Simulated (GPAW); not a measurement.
The system is Co.

```
CELL_PARAMETERS angstrom
2.47200 0.00000 0.00000
-1.23600 2.14081 0.00000
0.00000 0.00000 4.02114
ATOMIC_POSITIONS crystal
Co 0.66667 0.33333 0.75000
Co 0.33333 0.66667 0.25000
```

Base run:

* Program: GPAW 26.7.0
* Functional: PBEsol
* Potentials or basis: PAW data sets generated in the run's folder for this functional
* Cutoff: 600 eV
* Basis: pw
* k mesh: 10 × 10 × 6
* Occupations: fermi-dirac, width 0.05 eV
* Spin: collinear spin, ferromagnetic start
* Starting moments: [2.0, 2.0] μB
* Hubbard terms: Co d U = 1 eV

Its results: pressure -3.6 GPa; net moment 3.38 μB per cell; site moments Co +1.79 μB.

**Question.** The run is repeated on the same cell with these changes: hubbard terms from Co d U = 1 eV to none. What comes out?

**Answer.** Pressure -4.5 GPa; net moment 3.29 μB per cell; site moments Co +1.70 μB.

Caveats: the U is typed as a test and isn't derived for this compound (some runs).

Not every run made on this cell is shown here.
